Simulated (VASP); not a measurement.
# W (Im-3m) in VASP: further runs, part 2 of 2

VASP 6.6.1.

### 3 Relaxation of cell and atoms, PBE

Input file INCAR:

```
  PREC = Accurate
  ENCUT = 600
  EDIFF = 1E-6
  ISMEAR = -1
  SIGMA = 0.05
  LREAL = False
  LASPH = True
  NELM = 100
  ALGO = Normal
  ISIF = 3
  LWAVE = False
  LCHARG = False
  GGA = PE
  IBRION = 2
  NSW = 40
  EDIFFG = -0.01
```

Input file KPOINTS:

```
Automatic mesh
0
Gamma
  12 12 12
```

Input file POSCAR:

```
W
1.0
   -1.5823450000      1.5823450000      1.5823450000
    1.5823450000     -1.5823450000      1.5823450000
    1.5823450000      1.5823450000     -1.5823450000
W
1
Direct
    0.0000000000      0.0000000000      0.0000000000
```

Potentials or basis: VASP PAW PBE potentials, release 64 (W_sv_GW).

On the command line:

```sh
> cat potpaw_PBE.64/W_sv_GW/POTCAR > POTCAR
> mpirun -np 1 vasp_std > vasp.out
```

It took 30 s on 1 thread of Intel Xeon Platinum 8375C at 2.90GHz (Ice Lake), shared host; peak memory 0.15 GiB.

Results (log left out):

- Free energy: -15.0339 eV
- Relaxed volume: 16.10 Å³/atom
- Relaxed cell: a = 2.755 Å, b = 2.755 Å, c = 2.755 Å, α = 109.47°, β = 109.47°, γ = 109.47°
- Space group after relaxing (to 0.05 Å): Im-3m (No. 229)
- Energy gained by relaxing: 3.6 meV/atom
- Ionic steps: 3
- Pressure after relaxing: -0.1 GPa
- Band gap on the k mesh: none (metal or under the smearing width)

Step by step:
```csv
step,energy change (eV),largest force (eV/Å),pressure (GPa),volume (Å³)
1,0.0000,0.0000,4.84,15.85
2,0.0389,0.0000,-14.82,16.97
3,-0.0036,0.0000,-0.09,16.10
```

Final structure:
```cif
data_structure
_symmetry_space_group_name_H-M 'P 1'
_symmetry_Int_Tables_number 1
_cell_length_a 2.7550
_cell_length_b 2.7550
_cell_length_c 2.7550
_cell_angle_alpha 109.471
_cell_angle_beta 109.471
_cell_angle_gamma 109.471
_cell_volume 16.10
loop_
_atom_site_label
_atom_site_type_symbol
_atom_site_fract_x
_atom_site_fract_y
_atom_site_fract_z
_atom_site_occupancy
W1 W 0.00000 0.00000 0.00000 1
```

Levels at points of the mesh, in eV from the Fermi level:
```
           k point  band 3  band 4  band 5  band 6  band 7  band 8  band 9  band 10  band 11
(0.00, 0.00, 0.00)  -37.71  -37.71   -9.45   -1.11   -1.11   -1.11    2.31     2.31    14.56
(0.50, 0.00, 0.00)  -38.10  -37.71   -6.07   -3.40    0.73    2.20    3.16     6.10    10.92
(0.50, 0.50, 0.50)  -38.56  -38.56   -5.61   -5.61    5.14    5.14    5.14     8.21     8.21
```

The run has no spin-orbit coupling, so splittings on W are missing. PBE usually gives volumes a little too large and moduli too small.

### 4 Relaxation of cell and atoms, PBE

INCAR is that of step 3.

KPOINTS is that of step 3.

POSCAR is that of step 3.

Potentials or basis: VASP PAW PBE potentials, release 54 (W_sv).

On the command line:

```sh
> cat potpaw_PBE.54/W_sv/POTCAR > POTCAR
> mpirun -np 1 vasp_std > vasp.out
```

It took 30 s on 1 thread of Intel Xeon Platinum 8375C at 2.90GHz (Ice Lake), shared host; peak memory 0.16 GiB.

Results (log left out):

- Free energy: -12.9575 eV
- Relaxed volume: 16.18 Å³/atom
- Relaxed cell: a = 2.760 Å, b = 2.760 Å, c = 2.760 Å, α = 109.47°, β = 109.47°, γ = 109.47°
- Space group after relaxing (to 0.05 Å): Im-3m (No. 229)
- Energy gained by relaxing: 6.5 meV/atom
- Ionic steps: 4
- Pressure after relaxing: 0.0 GPa
- Band gap on the k mesh: none (metal or under the smearing width)

Step by step:
```
step  energy change (eV)  largest force (eV/Å)  pressure (GPa)  volume (Å³)
   1              0.0000                0.0000            6.48        15.85
   2              0.0669                0.0000          -18.66        17.36
   3             -0.0065                0.0000           -0.18        16.19
   4             -0.0065                0.0000           -0.03        16.18
```

Final structure:
```cif
data_structure
_symmetry_space_group_name_H-M 'P 1'
_symmetry_Int_Tables_number 1
_cell_length_a 2.7596
_cell_length_b 2.7596
_cell_length_c 2.7596
_cell_angle_alpha 109.471
_cell_angle_beta 109.471
_cell_angle_gamma 109.471
_cell_volume 16.18
loop_
_atom_site_label
_atom_site_type_symbol
_atom_site_fract_x
_atom_site_fract_y
_atom_site_fract_z
_atom_site_occupancy
W1 W 0.00000 0.00000 0.00000 1
```

Levels at points of the mesh, in eV from the Fermi level:
| k point | band 4 | band 5 | band 6 | band 7 | band 8 | band 9 | band 10 | band 11 |
| --- | --- | --- | --- | --- | --- | --- | --- | --- |
| (0.00, 0.00, 0.00) | -37.71 | -9.42 | -1.10 | -1.10 | -1.10 | 2.31 | 2.31 | 14.57 |
| (0.50, 0.00, 0.00) | -37.71 | -6.04 | -3.37 | 0.71 | 2.19 | 3.15 | 6.07 | 10.86 |
| (0.50, 0.50, 0.50) | -38.55 | -5.57 | -5.57 | 5.12 | 5.12 | 5.12 | 8.19 | 8.19 |

### 5 Relaxation of cell and atoms, PBE

INCAR is that of step 4.

KPOINTS is that of step 4.

POSCAR is that of step 4.

Potentials or basis: VASP PAW PBE potentials, release 54 (W).

On the command line:

```sh
> cat potpaw_PBE.54/W/POTCAR > POTCAR
> mpirun -np 1 vasp_std > vasp.out
```

OUTCAR:

```text
PREC = Accurate
   ENCUT = 600
   EDIFF = 1E-6
   ISMEAR = -1
   LREAL = False
   LASPH = True
   NELM = 100
   ISIF = 3
   GGA = PE
   IBRION = 2
   NSW = 40
   EDIFFG = -0.01

 ion  position               nearest neighbor table
   1  0.000  0.000  0.000-

  LATTYP: Found a body centered cubic cell.
 ALAT       =     3.1646900000

  Lattice vectors:

 A1 = (  -1.5823450000,   1.5823450000,   1.5823450000)
 A2 = (   1.5823450000,  -1.5823450000,   1.5823450000)
 A3 = (   1.5823450000,   1.5823450000,  -1.5823450000)

Analysis of symmetry for initial positions (statically):
=====================================================================
 Subroutine PRICEL returns:
 Original cell was already a primitive cell.

[... 253 lines left out ...]
 cond. band min:       7.6541038945   @ k =  -0.1667   0.1667   0.0833
 fundamental gap:      0.0363764477
 Fermi energy:         7.6420418374

 k-point     1 :       0.0000    0.0000    0.0000
  band No.  band energies     occupation
      1      -1.8348      2.00000
      2       6.5011      2.00000
      3       6.5011      2.00000
      4       6.5011      2.00000
      5       9.9483      0.00000
      6       9.9483      0.00000
      7      22.9435      0.00000
[... 221 lines left out ...]
 k-point    24 :       0.4167    0.0833    0.0833
  band No.  band energies     occupation
      1       2.1748      2.00000
      2       4.1561      2.00000
      3       7.4461      1.96107
      4      10.0835      0.00000
      5      10.8395      0.00000
      6      15.0614      0.00000
      7      17.6048      0.00000

 [... further k-points ...]

------------------------ aborting loop because EDIFF is reached ----------------------------------------

  FORCE on cell =-STRESS in cart. coord.  units (eV):
  Direction    XX          YY          ZZ          XY          YZ          ZX
  --------------------------------------------------------------------------------------
  -------------------------------------------------------------------------------------
  Total       -0.0008314     -0.0008314     -0.0008314     -0.0000000      0.0000000      0.0000000
  in kB       -0.0834400     -0.0834400     -0.0834400     -0.0000000      0.0000000      0.0000000
  external PRESSURE =      -0.0834400 kB  Pullay stress =       0.0000000 kB
[... 16 lines left out ...]
  FREE ENERGIE OF THE ION-ELECTRON SYSTEM (eV)
  ---------------------------------------------------
  free  energy   TOTEN  =       -13.0243976058 eV

  energy  without entropy=      -13.0196478363  energy(sigma->0) =      -13.02202272

 reached required accuracy - stopping structural energy minimisation
```

CONTCAR:

```text
W
   1.00000000000000
    -1.5862284852629092    1.5862284852629092    1.5862284852629092
     1.5862284852629092   -1.5862284852629092    1.5862284852629092
     1.5862284852629092    1.5862284852629092   -1.5862284852629092
  W
     1
Direct
     0.0000000000000000    0.0000000000000000    0.0000000000000000

  0.00000000E+00  0.00000000E+00  0.00000000E+00
```

It took 14 s on 1 thread of Intel Xeon Platinum 8375C at 2.90GHz (Ice Lake), shared host; peak memory 0.14 GiB.

Results:

```yaml
Free_energy: -13.0244 eV
Relaxed_volume: 15.96 Å³/atom
Relaxed_cell: a = 2.747 Å, b = 2.747 Å, c = 2.747 Å, α = 109.47°, β = 109.47°, γ = 109.47°
Space_group_after_relaxing_to_0.05_Å: Im-3m (No. 229)
Energy_gained_by_relaxing: 0.8 meV/atom
Ionic_steps: 3
Pressure_after_relaxing: 0.0 GPa
Band_gap_on_the_k_mesh: none (metal or under the smearing width)
```

Step by step:
```
step  energy change (eV)  largest force (eV/Å)  pressure (GPa)  volume (Å³)
   1              0.0000                0.0000            2.31        15.85
   2              0.0092                0.0000           -7.56        16.38
   3             -0.0008                0.0000           -0.01        15.96
```

Final structure:
```
CELL_PARAMETERS angstrom
-1.58623 1.58623 1.58623
1.58623 -1.58623 1.58623
1.58623 1.58623 -1.58623
ATOMIC_POSITIONS crystal
W 0.00000 0.00000 0.00000
```

The run has no spin-orbit coupling, so splittings on W are missing. Zero-point motion and thermal expansion aren't in these numbers.

### 6 The reference run

An earlier run on the cell as given: functional PBE; potentials or basis VASP PAW PBE potentials, release 64 (W_sv); cutoff 520 eV; k mesh 12 × 12 × 12; occupations fermi-dirac, width 0.05 eV; no spin polarisation.

* Pressure: 6.4 GPa
* Band gap on the k mesh: none (metal or under the smearing width)

### 7 The runs side by side

```csv
task,potentials or basis,cell,cutoff (eV),gap on the mesh (eV),pressure (GPa),relaxed volume (Å³/atom)
relaxation of cell and atoms,"VASP PAW PBE potentials, release 64 (W_sv_GW)",relaxed,600,none,-0.1,16.10
relaxation of cell and atoms,"VASP PAW PBE potentials, release 54 (W_sv)",relaxed,600,none,0.0,16.18
relaxation of cell and atoms,"VASP PAW PBE potentials, release 54 (W)",relaxed,600,none,0.0,15.96
single point,"VASP PAW PBE potentials, release 64 (W_sv)",as given,520,none,6.4,-
```

Alike in all rows: level PBE; no spin polarisation; k mesh 12 × 12 × 12; smearing fermi-dirac 0.05 eV.

Absolute energies hang on the potentials; compare differences alone.
